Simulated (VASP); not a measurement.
# Ca: nudged elastic band

Ca, defect, 15 atoms in the cell. PBE, nudged elastic band; PAW potentials Ca_sv (PBE set).

Path: a Ca atom hops into a neighbouring Ca vacancy; Moving images: 3.

## Input

INCAR.step1:
```
SYSTEM = Ca
PREC = Normal ; ENCUT = 300
EDIFF = 1E-6 ; ISMEAR = 1
SIGMA = 0.1 ; LREAL = .FALSE.
LASPH = .TRUE. ; NELM = 100
ALGO = Normal ; LWAVE = .FALSE.
LCHARG = .FALSE. ; IBRION = 2
NSW = 100 ; ISIF = 2
EDIFFG = -0.02 ; POTIM = 0.5
KPAR = 6
```

INCAR.step3, as INCAR.step1 but for:
```
- IBRION = 2
- ISIF = 2
- EDIFFG = -0.02
- POTIM = 0.5
- KPAR = 6
+ IBRION = 1
+ POTIM = 0.3
+ EDIFFG = -0.05
+ SPRING = -5
+ IMAGES = 3
+ KPAR = 2
```

KPOINTS:
```
k-points
0
Gamma
  3 3 3
```

00/POSCAR:
```
Ca
1.0
    8.9600000000      0.0000000000      0.0000000000
    0.0000000000      8.9600000000      0.0000000000
    0.0000000000      0.0000000000      8.9600000000
Ca
15
Direct
    0.5000000000      0.0000000000      0.0000000000
    0.0000000000      0.5000000000      0.0000000000
    0.0000000000      0.0000000000      0.5000000000
    0.2445010487      0.2445010487      0.2445010487
    0.5000000000      0.5000000000      0.0000000000
    0.5000000000      0.0000000000      0.5000000000
    0.7554989513      0.2445010487      0.2445010487
    0.0000000000      0.5000000000      0.5000000000
    0.2445010487      0.7554989513      0.2445010487
    0.2445010487      0.2445010487      0.7554989513
    0.5000000000      0.5000000000      0.5000000000
    0.7554989513      0.7554989513      0.2445010487
    0.7554989513      0.2445010487      0.7554989513
    0.2445010487      0.7554989513      0.7554989513
    0.7554989513      0.7554989513      0.7554989513
```

01/POSCAR:
```
Ca
1.0
    8.9600000000      0.0000000000      0.0000000000
    0.0000000000      8.9600000000      0.0000000000
    0.0000000000      0.0000000000      8.9600000000
Ca
15
Direct
    0.5027923261      0.0055410072      0.0055410072
    0.0055410072      0.5027923261      0.0055410072
    0.0055410072      0.0055410072      0.5027923261
    0.1889167937      0.1889167937      0.1889167937
    0.5027923261      0.5027923261      0.0055410072
    0.5027923261      0.0055410072      0.5027923261
    0.7582908802      0.2500424532      0.2500424532
    0.0055410072      0.5027923261      0.5027923261
    0.2500424532      0.7582908802      0.2500424532
    0.2500424532      0.2500424532      0.7582908802
    0.5027923261      0.5027923261      0.5027923261
    0.7582908802      0.7582908802      0.2500424532
    0.7582908802      0.2500424532      0.7582908802
    0.2500424532      0.7582908802      0.7582908802
    0.7582908802      0.7582908802      0.7582908802
```

02/POSCAR:
```
Ca
1.0
    8.9600000000      0.0000000000      0.0000000000
    0.0000000000      8.9600000000      0.0000000000
    0.0000000000      0.0000000000      8.9600000000
Ca
15
Direct
    0.5055846522      0.0110820145      0.0110820145
    0.0110820145      0.5055846522      0.0110820145
    0.0110820145      0.0110820145      0.5055846522
    0.1333325388      0.1333325388      0.1333325388
    0.5055846522      0.5055846522      0.0110820145
    0.5055846522      0.0110820145      0.5055846522
    0.7610828090      0.2555838577      0.2555838577
    0.0110820145      0.5055846522      0.5055846522
    0.2555838577      0.7610828090      0.2555838577
    0.2555838577      0.2555838577      0.7610828090
    0.5055846522      0.5055846522      0.5055846522
    0.7610828090      0.7610828090      0.2555838577
    0.7610828090      0.2555838577      0.7610828090
    0.2555838577      0.7610828090      0.7610828090
    0.7610828090      0.7610828090      0.7610828090
```

03/POSCAR:
```
Ca
1.0
    8.9600000000      0.0000000000      0.0000000000
    0.0000000000      8.9600000000      0.0000000000
    0.0000000000      0.0000000000      8.9600000000
Ca
15
Direct
    0.5083769783      0.0166230217      0.0166230217
    0.0166230217      0.5083769783      0.0166230217
    0.0166230217      0.0166230217      0.5083769783
    0.0777482839      0.0777482839      0.0777482839
    0.5083769783      0.5083769783      0.0166230217
    0.5083769783      0.0166230217      0.5083769783
    0.7638747378      0.2611252622      0.2611252622
    0.0166230217      0.5083769783      0.5083769783
    0.2611252622      0.7638747378      0.2611252622
    0.2611252622      0.2611252622      0.7638747378
    0.5083769783      0.5083769783      0.5083769783
    0.7638747378      0.7638747378      0.2611252622
    0.7638747378      0.2611252622      0.7638747378
    0.2611252622      0.7638747378      0.7638747378
    0.7638747378      0.7638747378      0.7638747378
```

04/POSCAR:
```
Ca
1.0
    8.9600000000      0.0000000000      0.0000000000
    0.0000000000      8.9600000000      0.0000000000
    0.0000000000      0.0000000000      8.9600000000
Ca
15
Direct
    0.5111693044      0.0221640289      0.0221640289
    0.0221640289      0.5111693044      0.0221640289
    0.0221640289      0.0221640289      0.5111693044
    0.0221640289      0.0221640289      0.0221640289
    0.5111693044      0.5111693044      0.0221640289
    0.5111693044      0.0221640289      0.5111693044
    0.7666666667      0.2666666667      0.2666666667
    0.0221640289      0.5111693044      0.5111693044
    0.2666666667      0.7666666667      0.2666666667
    0.2666666667      0.2666666667      0.7666666667
    0.5111693044      0.5111693044      0.5111693044
    0.7666666667      0.7666666667      0.2666666667
    0.7666666667      0.2666666667      0.7666666667
    0.2666666667      0.7666666667      0.7666666667
    0.7666666667      0.7666666667      0.7666666667
```

POSCAR.step1:
```
Ca
1.0
    8.9600000000      0.0000000000      0.0000000000
    0.0000000000      8.9600000000      0.0000000000
    0.0000000000      0.0000000000      8.9600000000
Ca
15
Direct
    0.5000000000      0.0000000000      0.0000000000
    0.0000000000      0.5000000000      0.0000000000
    0.0000000000      0.0000000000      0.5000000000
    0.2500000000      0.2500000000      0.2500000000
    0.5000000000      0.5000000000      0.0000000000
    0.5000000000      0.0000000000      0.5000000000
    0.7500000000      0.2500000000      0.2500000000
    0.0000000000      0.5000000000      0.5000000000
    0.2500000000      0.7500000000      0.2500000000
    0.2500000000      0.2500000000      0.7500000000
    0.5000000000      0.5000000000      0.5000000000
    0.7500000000      0.7500000000      0.2500000000
    0.7500000000      0.2500000000      0.7500000000
    0.2500000000      0.7500000000      0.7500000000
    0.7500000000      0.7500000000      0.7500000000
```

POSCAR.step2:
```
Ca
1.0
    8.9600000000      0.0000000000      0.0000000000
    0.0000000000      8.9600000000      0.0000000000
    0.0000000000      0.0000000000      8.9600000000
Ca
15
Direct
    0.5000000000      0.0000000000      0.0000000000
    0.0000000000      0.5000000000      0.0000000000
    0.0000000000      0.0000000000      0.5000000000
    0.0000000000      0.0000000000      0.0000000000
    0.5000000000      0.5000000000      0.0000000000
    0.5000000000      0.0000000000      0.5000000000
    0.7500000000      0.2500000000      0.2500000000
    0.0000000000      0.5000000000      0.5000000000
    0.2500000000      0.7500000000      0.2500000000
    0.2500000000      0.2500000000      0.7500000000
    0.5000000000      0.5000000000      0.5000000000
    0.7500000000      0.7500000000      0.2500000000
    0.7500000000      0.2500000000      0.7500000000
    0.2500000000      0.7500000000      0.7500000000
    0.7500000000      0.7500000000      0.7500000000
```

Commands (each step's output is kept before the next begins):
```
cat potpaw_PBE.64/Ca_sv/POTCAR > POTCAR
cp INCAR.step1 INCAR
cp POSCAR.step1 POSCAR
mpirun -np 6 vasp_std > vasp.out
cp POSCAR.step2 POSCAR
mpirun -np 6 vasp_std > vasp.out
# 00 and 04 hold the relaxed ends; the images between are interpolated (pair-distance (IDPP))
cp INCAR.step3 INCAR
mpirun -np 6 vasp_std > vasp.out
```

## Result

- Barrier (eV): 0.320
- Barrier of the reverse step (eV): 0.320
- Energy of the second end over the first (eV): 0.000
- Top of the path (share of its length): 0.50
- Length of the path (Å): 3.67
- Steps of the band: 9
- Ionic steps, all stages: 19
- Electronic steps, all stages: 271

Energy along the relaxed band:

| Image | Distance along the path (Å) | Energy above the first end (eV) | Slope along the path (eV/Å) | Largest force across the path (eV/Å) |
|---|---|---|---|---|
| 0 | 0.000 | 0.000 | relaxed end |  |
| 1 | 0.916 | 0.168 | 0.281 | 0.043 |
| 2 | 1.836 | 0.320 | 0.000 | 0.026 |
| 3 | 2.756 | 0.167 | -0.280 | 0.043 |
| 4 | 3.672 | 0.000 | relaxed end |  |

The cell is Ca (16 atoms) with one Ca atom missing.

The two ends have the same energy within 0.01 eV.

Limits: the cell holds 15 atoms, so the vacancy or interstitial meets its own images and the barrier isn't that of a lone defect; the atom stays on the straight, symmetric line between the sites, so the barrier is an upper bound: a way around it wasn't tried.

VASP 6.6.1 took 702 s on 6 cores (Intel Xeon Platinum 8488C (Sapphire Rapids)), a shared host.
